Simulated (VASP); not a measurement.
# PtS2 in VASP: settings compared

The runs below take PtS2 through band structure, with PBE+D3(BJ), r2SCAN, LDA.

All numbers are computed with VASP 6.6.1; they aren't measurements. Logs are shortened: lines on timing, memory, paths and dates and some standing lists are left out, and cuts for length are marked.

### Step 1. The slab as given

The cell holds a slab with vacuum, 12 atoms: a = 3.566 Å, b = 3.566 Å, c = 35.404 Å, α = 90.00°, β = 90.00°, γ = 120.00°.

### Step 2. Band structure, PBE+D3(BJ)

Contents of INCAR:

```
SYSTEM = PtS2
ALGO     = Normal         ! electronic algorithm
DIPOL    = 0.5 0.5 0.500
EDIFF    = 1E-6           ! SCF threshold, eV
ENCUT    = 520            ! plane-wave cutoff, eV
GGA      = PE             ! functional
IDIPOL   = 3            
ISIF     = 2              ! what is computed and relaxed
ISMEAR   = 0              ! smearing method
IVDW     = 12             ! dispersion correction
KPAR     = 4            
LASPH    = .TRUE.         ! aspherical terms in the spheres
LCHARG   = .FALSE.        ! write CHGCAR
LDIPOL   = .TRUE.       
LMAXMIX  = 4              ! l up to which the mixer works
LREAL    = .FALSE.        ! projectors in reciprocal space
LVACPOTAV= .TRUE.       
LVHAR    = .TRUE.       
LWAVE    = .FALSE.        ! write WAVECAR
NBANDS   = 56             ! bands
NELM     = 80             ! most SCF steps
PREC     = Accurate       ! precision mode
SIGMA    = 0.03           ! smearing width, eV
```

Contents of KPOINTS:

```
k-points
0
G
  12 12 1
  0 0 0
```

Contents of POSCAR:

```
PtS2                                    
1.0
    3.5662252738      0.0000000000      0.0000000000
   -1.7831126368      3.0884416820      0.0000000000
    0.0000000000      0.0000000000     35.4040152000
  S               Pt            
     8     4
Direct
     0.6666666699999979    0.3333333300000021    0.2645892486269328
     0.3333333300000021    0.6666666699999979    0.3334706261641346
     0.6666666699999979    0.3333333300000021    0.3989152587794600
     0.3333333300000021    0.6666666699999979    0.4674652508692050
     0.6666666699999979    0.3333333300000021    0.5325347491307949
     0.3333333300000021    0.6666666699999979    0.6010847412205400
     0.6666666699999979    0.3333333300000021    0.6665293738358725
     0.3333333300000021    0.6666666699999979    0.7354107513730672
     0.0000000000000000    1.0000000000000000    0.2994731552813705
     0.0000000000000000    1.0000000000000000    0.4332006328690290
     0.0000000000000000    0.0000000000000000    0.5667993671309708
     0.0000000000000000    0.0000000000000000    0.7005268447186221
```

Contents of KPOINTS_OPT:

```
explicit points
67
Reciprocal
 0.0000000000  0.0000000000  0.0000000000 1
 0.0357142900  0.0000000000  0.0000000000 1
 0.0714285700  0.0000000000  0.0000000000 1
 0.1071428600  0.0000000000  0.0000000000 1
 0.1428571400  0.0000000000  0.0000000000 1
 0.1785714300  0.0000000000  0.0000000000 1
 0.2142857100  0.0000000000  0.0000000000 1
 0.2500000000  0.0000000000  0.0000000000 1
 0.2857142900  0.0000000000  0.0000000000 1
 0.3214285700  0.0000000000  0.0000000000 1
 0.3571428600  0.0000000000  0.0000000000 1
 0.3928571400  0.0000000000  0.0000000000 1
 0.4285714300  0.0000000000  0.0000000000 1
 0.4642857100  0.0000000000  0.0000000000 1
 0.5000000000  0.0000000000  0.0000000000 1
 0.4791666700  0.0416666700  0.0000000000 1
 0.4583333300  0.0833333300  0.0000000000 1
 0.4375000000  0.1250000000  0.0000000000 1
 0.4166666700  0.1666666700  0.0000000000 1
 0.3958333300  0.2083333300  0.0000000000 1
 0.3750000000  0.2500000000  0.0000000000 1
 0.3541666700  0.2916666700  0.0000000000 1
 0.3333333300  0.3333333300  0.0000000000 1
 0.3137254900  0.3137254900  0.0000000000 1
 0.2941176500  0.2941176500  0.0000000000 1
 0.2745098000  0.2745098000  0.0000000000 1
 0.2549019600  0.2549019600  0.0000000000 1
 0.2352941200  0.2352941200  0.0000000000 1
 0.2156862700  0.2156862700  0.0000000000 1
 0.1960784300  0.1960784300  0.0000000000 1
 0.1764705900  0.1764705900  0.0000000000 1
 0.1568627500  0.1568627500  0.0000000000 1
 0.1372549000  0.1372549000  0.0000000000 1
 0.1176470600  0.1176470600  0.0000000000 1
 0.0980392200  0.0980392200  0.0000000000 1
 0.0784313700  0.0784313700  0.0000000000 1
 0.0588235300  0.0588235300  0.0000000000 1
 0.0392156900  0.0392156900  0.0000000000 1
 0.0196078400  0.0196078400  0.0000000000 1
 0.0000000000  0.0000000000  0.0000000000 1
 0.0000000000  0.0000000000  0.0000000000 1
 0.0067670100 -0.0033835100  0.0000000000 1
-0.0067670100  0.0033835100  0.0000000000 1
 0.0197371200 -0.0098685600  0.0000000000 1
-0.0197371200  0.0098685600  0.0000000000 1
-0.0000000000  0.0058604100  0.0000000000 1
 0.0000000000 -0.0058604100  0.0000000000 1
-0.0000000000  0.0170928500  0.0000000000 1
 0.0000000000 -0.0170928500  0.0000000000 1
 0.5000000000  0.0000000000  0.0000000000 1
 0.5067670100 -0.0033835100  0.0000000000 1
 0.4932329900  0.0033835100  0.0000000000 1
 0.5197371200 -0.0098685600  0.0000000000 1
 0.4802628800  0.0098685600  0.0000000000 1
 0.5000000000  0.0058604100  0.0000000000 1
 0.5000000000 -0.0058604100  0.0000000000 1
 0.5000000000  0.0170928500  0.0000000000 1
 0.5000000000 -0.0170928500  0.0000000000 1
 0.3333333300  0.3333333300  0.0000000000 1
 0.3401003400  0.3299498200  0.0000000000 1
 0.3265663200  0.3367168400  0.0000000000 1
 0.3530704500  0.3234647700  0.0000000000 1
 0.3135962100  0.3432018900  0.0000000000 1
 0.3333333300  0.3391937400  0.0000000000 1
 0.3333333300  0.3274729200  0.0000000000 1
 0.3333333300  0.3504261800  0.0000000000 1
 0.3333333300  0.3162404800  0.0000000000 1
```

Potentials or basis: VASP PAW PBE potentials, release 64 (S, Pt).

Started as:

```bash
$ cat potpaw_PBE.64/S/POTCAR potpaw_PBE.64/Pt/POTCAR > POTCAR
$ mpirun -np 4 vasp_std > vasp.out
```

OUTCAR:

```text
SYSTEM = PtS2
   EDIFF = 1E-6
   ENCUT = 520
   GGA = PE
   ISIF = 2
   ISMEAR = 0
   IVDW = 12
   LASPH = .TRUE.
   LREAL = .FALSE.
   NELM = 80
   PREC = Accurate
 IVDW          = 12

 ion  position               nearest neighbor table
   1  0.667  0.333  0.265-   9 2.40   9 2.40   9 2.40
   2  0.333  0.667  0.333-   9 2.38   9 2.38   9 2.38
   3  0.667  0.333  0.399-  10 2.39  10 2.39  10 2.39
   4  0.333  0.667  0.467-  10 2.39  10 2.39  10 2.39
   5  0.667  0.333  0.533-  11 2.39  11 2.39  11 2.39
   6  0.333  0.667  0.601-  11 2.39  11 2.39  11 2.39
   7  0.667  0.333  0.667-  12 2.38  12 2.38  12 2.38
   8  0.333  0.667  0.735-  12 2.40  12 2.40  12 2.40
   9  0.000  0.000  0.299-   2 2.38   2 2.38   2 2.38   1 2.40   1 2.40   1 2.40
  10  0.000  0.000  0.433-   4 2.39   4 2.39   4 2.39   3 2.39   3 2.39   3 2.39
  11  0.000  0.000  0.567-   5 2.39   5 2.39   5 2.39   6 2.39   6 2.39   6 2.39
  12  0.000  0.000  0.701-   7 2.38   7 2.38   7 2.38   8 2.40   8 2.40   8 2.40

  LATTYP: Found a hexagonal cell.
 ALAT       =     3.5662252738
 C/A-ratio  =     9.9275879906

  Lattice vectors:

 A1 = (   3.5662252738,   0.0000000000,   0.0000000000)
 A2 = (  -1.7831126368,   3.0884416820,   0.0000000000)
 A3 = (   0.0000000000,   0.0000000000,  35.4040152000)

Analysis of symmetry for initial positions (statically):
=====================================================================
 Subroutine PRICEL returns:
 Original cell was already a primitive cell.

 Routine SETGRP: Setting up the symmetry group for a
 hexagonal supercell.

 Subroutine GETGRP returns: Found 12 space group operations
 (whereof 12 operations were pure point group operations)
 out of a pool of 24 trial point group operations.

The static configuration has the point symmetry D_3d.

Analysis of symmetry for dynamics (positions and initial velocities):
=====================================================================
 Subroutine PRICEL returns:
 Original cell was already a primitive cell.

 Routine SETGRP: Setting up the symmetry group for a
 hexagonal supercell.

 Subroutine GETGRP returns: Found 12 space group operations
 (whereof 12 operations were pure point group operations)
 out of a pool of 24 trial point group operations.

The dynamic configuration has the point symmetry D_3d.

 Subroutine INISYM returns: Found 12 space group operations
 (whereof 12 operations are pure point group operations),
 and found     1 'primitive' translations

----------------------------------------------------------------------------------------

                                     Primitive cell

  volume of cell :     389.9426

  direct lattice vectors                    reciprocal lattice vectors
     3.566225274  0.000000000  0.000000000     0.280408534  0.161893942  0.000000000
    -1.783112637  3.088441682  0.000000000     0.000000000  0.323787885  0.000000000
     0.000000000  0.000000000 35.404015200     0.000000000  0.000000000  0.028245384

  length of vectors
     3.566225274  3.566225273 35.404015200     0.323787885  0.323787885  0.028245384

  position of ions in fractional coordinates (direct lattice)
     0.666666670  0.333333330  0.264589249
     0.333333330  0.666666670  0.333470626
     0.666666670  0.333333330  0.398915259
     0.333333330  0.666666670  0.467465251
     0.666666670  0.333333330  0.532534749
     0.333333330  0.666666670  0.601084741
     0.666666670  0.333333330  0.666529374
[... 72 lines left out ...]
   dimension x,y,z NGXF=    56 NGYF=   56 NGZF=  540
   ions per type =               8   4
   NGX,Y,Z   is equivalent  to a cutoff of  13.05, 13.05, 12.68 a.u.
   NGXF,Y,Z  is equivalent  to a cutoff of  26.11, 26.11, 25.36 a.u.
 SYSTEM =  PtS2
   PREC   = accura    normal or accurate (medium, high low for compatibility)
   ISTART =      0    job   : 0-new  1-cont  2-samecut
   ICHARG =      2    charge: 1-file 2-atom 10-const
   ISPIN  =      1    spin polarized calculation?
   LNONCOLLINEAR =      F non collinear calculations
   LSORBIT =      F    spin-orbit coupling
   LASPH  =      T    aspherical Exc in radial PAW
   ENCUT  =  520.0 eV  38.22 Ry    6.18 a.u.   6.63  6.63 65.83*2*pi/ulx,y,z
   NELM   =     80;   NELMIN=  2; NELMDL= -5     # of ELM steps
   EDIFF  = 0.1E-05   stopping-criterion for ELM
   LREAL  =      F    real-space projection
   EDIFFG = 0.1E-04   stopping-criterion for IOM
   NSW    =      0    number of steps for IOM
   IBRION =     -1    ionic relax: 0-MD 1-quasi-New 2-CG
   NFREE  =      0    steps in history (QN), initial steepest desc. (CG)
   ISIF   =      2    stress and relaxation
   ISYM   =      2    0-nonsym 1-usesym 2-fastsym
   POTIM  = 0.5000    time-step for ionic-motion
   TEBEG  =    0.0;   TEEND  =   0.0 temperature during run
   PSTRESS=    0.0 pullay stress
   NELECT =      88.0000    total number of electrons
   NUPDOWN=      -1.0000    fix difference up-down
   EMIN   =  10.00;   EMAX   =-10.00  energy-range for DOS
   EFERMI =   0.00;   METHOD = LEGACY
   ISMEAR =     0;   SIGMA  =   0.03  broadening in eV -4-tet -1-fermi 0-gaus
   EFERMI_NEDOS =   21; number of points for ismear=-14 and -15
   IALGO  =     38    algorithm
   IMIX   =      4    mixing-type and parameters
     AMIX     =   0.40;   BMIX     =  1.00
     AMIX_MAG =   1.60;   BMIX_MAG =  1.00
  volume/ion in A,a.u.               =      32.50       219.29
  Fermi-wavevector in a.u.,A,eV,Ry     =   0.996710  1.883509 13.516447  0.993431
  Thomas-Fermi vector in A             =   2.128817
   LORBIT       =      0    0 simple, 1 ext, 2 COOP (PROOUT), +10 PAW based schemes
   GGA     = PE    functional components
   LHFCALC =     F    Hartree Fock is set to
   AEXX    =    0.0000 exact exchange contribution
   IVDW    =    12    specifies the selected vdW correction
   LEPSILON=     F    determine dielectric tensor
   LRPA    =     F    only Hartree local field effects (RPA)
 non-spin polarized calculation
 Gauss-broadening in eV      SIGMA  =   0.03
  energy-cutoff  :      520.00
  volume of cell :      389.94
 maximum number of plane-waves:     10619
 NGX is ok and might be reduce to    28
   NGX = 13   NGY = 13   NGZ =131

 dipolmoment           0.000000      0.000000     -0.000000 electrons x Angstroem

 number of electron      87.9999994 magnetization

 dipolmoment           0.000000      0.000000      0.000000 electrons x Angstroem

 Free energy of the ion-electron system (eV)
  ---------------------------------------------------
  ext. energy  EPLUGINS =         0.00000000
  ---------------------------------------------------
  free energy    TOTEN  =       -61.43714773 eV

  energy without entropy =      -61.43714773  energy(sigma->0) =      -61.43714773

 E-fermi :   1.7566     XC(G=0):  -6.2677

 val. band max:        1.5834039367   @ k =   0.0000   0.0000   0.0000
 cond. band min:       2.1269549491   @ k =   0.2500   0.0000   0.0000
 fundamental gap:      0.5435510124
 Fermi energy:         1.7566201754

 k-point     1 :       0.0000    0.0000    0.0000
  band No.  band energies     occupation
      1     -14.0056      2.00000
      2     -13.8079      2.00000
      3     -13.5562      2.00000
      4     -13.3895      2.00000
      5     -11.9506      2.00000
      6     -11.5317      2.00000
[... 1110 lines left out ...]
     55       7.7499      0.00000
     56       8.3344      0.00000

------------------------ aborting loop because EDIFF is reached ----------------------------------------

 Edisp (eV)   -4.81413

 E8    (eV) :    -1.9671

  FORCE on cell =-STRESS in cart. coord.  units (eV):
  Direction    XX          YY          ZZ          XY          YZ          ZX
  --------------------------------------------------------------------------------------
  -------------------------------------------------------------------------------------
  Total      -0.07540    -0.07540    -0.21763    -0.00000     0.00000     0.00000
  in kB      -0.30980    -0.30980    -0.89419    -0.00000     0.00000     0.00000
  external pressure =       -0.50 kB  Pullay stress =        0.00 kB

 VOLUME and BASIS-vectors are now :
 -----------------------------------------------------------------------------
  energy-cutoff  :      520.00
  volume of cell :      389.94
      direct lattice vectors                 reciprocal lattice vectors
     3.566225274  0.000000000  0.000000000     0.280408534  0.161893942  0.000000000
    -1.783112637  3.088441682  0.000000000     0.000000000  0.323787885  0.000000000
     0.000000000  0.000000000 35.404015200     0.000000000  0.000000000  0.028245384

 POSITION                                       TOTAL-FORCE (eV/Angst)
 -----------------------------------------------------------------------------------
      1.78311      1.02948      9.36752        -0.000000      0.000000      0.000210
     -0.00000      2.05896     11.80620         0.000000      0.000000      0.004042
      1.78311      1.02948     14.12320        -0.000000      0.000000      0.002128
     -0.00000      2.05896     16.55015         0.000000      0.000000      0.000896
      1.78311      1.02948     18.85387        -0.000000      0.000000     -0.000896
     -0.00000      2.05896     21.28081         0.000000      0.000000     -0.002128
      1.78311      1.02948     23.59782         0.000000     -0.000000     -0.004042
     -0.00000      2.05896     26.03649        -0.000000     -0.000000     -0.000210
      0.00000      0.00000     10.60255         0.000000      0.000000      0.001099
      0.00000      0.00000     15.33704         0.000000     -0.000000      0.000585
      0.00000      0.00000     20.06697         0.000000      0.000000     -0.000585
      0.00000      0.00000     24.80146         0.000000     -0.000000     -0.001099
 -----------------------------------------------------------------------------------
    total drift:                                0.000000      0.000000      0.000000

  FREE ENERGIE OF THE ION-ELECTRON SYSTEM (eV)
  ---------------------------------------------------
  free  energy   TOTEN  =       -66.2512742891 eV

  energy  without entropy=      -66.2512742891  energy(sigma->0) =      -66.25127429

 vacuum level on the upper side and lower side of the slab         6.903         6.903
```

Run time: 4.5 min. Hardware: 4 MPI ranks of Intel Xeon 6975P-C (Granite Rapids), shared host; peak memory 0.72 GiB.

What came out:

- Free energy: -66.2513 eV
- Largest force: 0.004 eV/Å
- Band gap on the k mesh: 0.54 eV, indirect (least direct gap 1.00 eV)
- Band gap along the path: 0.46 eV, indirect (least direct gap 1.00 eV)
- Dispersion energy per atom: -0.401 eV
- Ionisation potential of the upper face: 5.32 eV

Forces on the atoms (eV/Å):
```
S    0.000  0.000  0.000
S    0.000  0.000  0.004
S    0.000  0.000  0.002
S    0.000  0.000  0.001
S    0.000  0.000 -0.001
S    0.000  0.000 -0.002
S    0.000  0.000 -0.004
S    0.000  0.000  0.000
Pt   0.000  0.000  0.001
Pt   0.000  0.000  0.001
Pt   0.000  0.000 -0.001
Pt   0.000  0.000 -0.001
```

Levels at points of the mesh, in eV from the valence-band top:
```csv
k point,band 41,band 42,band 43,band 44,band 45,band 46,band 47,band 48
"(0.00, 0.00, 0.00)",-1.30,-1.06,-0.54,0.00,1.64,1.64,1.93,1.93
"(0.50, 0.00, 0.00)",-2.72,-2.41,-1.92,-1.50,1.24,1.28,1.58,1.66
```

Caveat: spin-orbit coupling is left out, which moves the levels of the heavy elements.

### Step 3. Band structure, PBE+D3(BJ), spin-orbit coupling, no magnetisation

INCAR: that of step 2 with these lines changed.

```diff
@@ -6,2 +6,3 @@
 GGA      = PE             ! functional
+GGA_COMPAT= .FALSE.      
 IDIPOL   = 3            
@@ -15,3 +16,5 @@
 LMAXMIX  = 4              ! l up to which the mixer works
+LORBIT   = 11             ! projections on sites
 LREAL    = .FALSE.        ! projectors in reciprocal space
+LSORBIT  = .TRUE.         ! spin-orbit coupling
 LVACPOTAV= .TRUE.       
@@ -19,3 +22,4 @@
 LWAVE    = .FALSE.        ! write WAVECAR
-NBANDS   = 56             ! bands
+MAGMOM   = 0 0 0 0 0 0 0 0 0 0 0 0 0 0 0 0 0 0 0 0 0 0 0 0 0 0 0 0 0 0 0 0 0 0 0 0 ! initial moments
+NBANDS   = 112            ! bands
 NELM     = 80             ! most SCF steps
```

KPOINTS is that of step 2.

POSCAR is that of step 2.

KPOINTS_OPT is that of step 2.

Potentials or basis: VASP PAW PBE potentials, release 64 (S, Pt).

Started as:

```bash
$ cat potpaw_PBE.64/S/POTCAR potpaw_PBE.64/Pt/POTCAR > POTCAR
$ mpirun -np 4 vasp_ncl > vasp.out
```

Run time: 28 min. Hardware: 4 MPI ranks of Intel Xeon 6975P-C (Granite Rapids), shared host; peak memory 2.5 GiB.

It converged, with:

| Property | Result |
| --- | --- |
| Free energy | -67.7900 eV |
| Largest force | 0.044 eV/Å |
| Valence electrons inside the program's atomic spheres | S 3.64, 3.63; Pt 9.44, 9.46 |
| Dispersion energy per atom | -0.401 eV |
| Work function of the upper face | 5.16 eV |
| Work function of the lower face | 5.16 eV |

Forces in eV/Å, atoms in the order of the input:
```
S    0.000  0.000 -0.029
S    0.000  0.000  0.044
S    0.000  0.000 -0.027
S    0.000  0.000  0.031
S    0.000  0.000 -0.031
S    0.000  0.000  0.027
S    0.000  0.000 -0.044
S    0.000  0.000  0.029
Pt   0.000  0.000 -0.019
Pt   0.000  0.000  0.000
Pt   0.000  0.000  0.000
Pt   0.000  0.000  0.019
```

### Step 4. Band structure, r2SCAN

Contents of INCAR:

```
SYSTEM = PtS2
ALGO     = All            ! electronic algorithm
AMIN     = 0.01         
DIPOL    = 0.5 0.5 0.500
EDIFF    = 1E-6           ! SCF threshold, eV
ENCUT    = 520            ! plane-wave cutoff, eV
IDIPOL   = 3            
ISIF     = 2              ! what is computed and relaxed
ISMEAR   = 0              ! smearing method
KPAR     = 4            
LASPH    = .TRUE.         ! aspherical terms in the spheres
LCHARG   = .FALSE.        ! write CHGCAR
LDIPOL   = .TRUE.       
LMAXMIX  = 4              ! l up to which the mixer works
LMIXTAU  = .TRUE.       
LREAL    = .FALSE.        ! projectors in reciprocal space
LVACPOTAV= .TRUE.       
LVHAR    = .TRUE.       
LWAVE    = .FALSE.        ! write WAVECAR
METAGGA  = R2SCAN         ! meta-GGA
NBANDS   = 56             ! bands
NELM     = 120            ! most SCF steps
PREC     = Accurate       ! precision mode
SIGMA    = 0.03           ! smearing width, eV
```

KPOINTS is that of step 3.

POSCAR is that of step 3.

KPOINTS_OPT is that of step 3.

Started as:

```bash
$ cat potpaw_PBE.64/S/POTCAR potpaw_PBE.64/Pt/POTCAR > POTCAR
$ mpirun -np 4 vasp_std > vasp.out
```

Wall time 17 min (4 MPI ranks of Intel Xeon 6975P-C (Granite Rapids), shared host); peak memory 1.3 GiB.

Results (log left out):

| Property | Result |
| --- | --- |
| Free energy | -275.1718 eV |
| Largest force | 0.176 eV/Å |
| Band gap on the k mesh | 0.66 eV, indirect (least direct gap 1.15 eV) |
| Band gap along the path | 0.57 eV, indirect (least direct gap 1.15 eV) |
| Ionisation potential of the upper face | 5.52 eV |

Forces in eV/Å, atoms in the order of the input:
```
S    0.000  0.000 -0.016
S    0.000  0.000 -0.176
S    0.000  0.000  0.145
S    0.000  0.000 -0.156
S    0.000  0.000  0.156
S    0.000  0.000 -0.145
S    0.000  0.000  0.176
S    0.000  0.000  0.016
Pt   0.000  0.000 -0.099
Pt   0.000  0.000 -0.008
Pt   0.000  0.000  0.008
Pt   0.000  0.000  0.099
```

Levels at points of the mesh, in eV from the valence-band top:
| k point | band 40 | band 41 | band 42 | band 43 | band 44 | band 45 | band 46 | band 47 | band 48 | band 49 |
| --- | --- | --- | --- | --- | --- | --- | --- | --- | --- | --- |
| (0.00, 0.00, 0.00) | -1.39 | -1.39 | -1.07 | -0.54 | 0.00 | 1.75 | 1.75 | 2.05 | 2.05 | 2.37 |
| (0.50, 0.00, 0.00) | -2.89 | -2.86 | -2.50 | -2.00 | -1.57 | 1.35 | 1.38 | 1.71 | 1.78 | 2.02 |

Caveat: the PAW data sets were made with another functional, which shifts forces and pressure a little; spin-orbit coupling is left out, which moves the levels of the heavy elements.

(Part 1 of 2 ends here.)
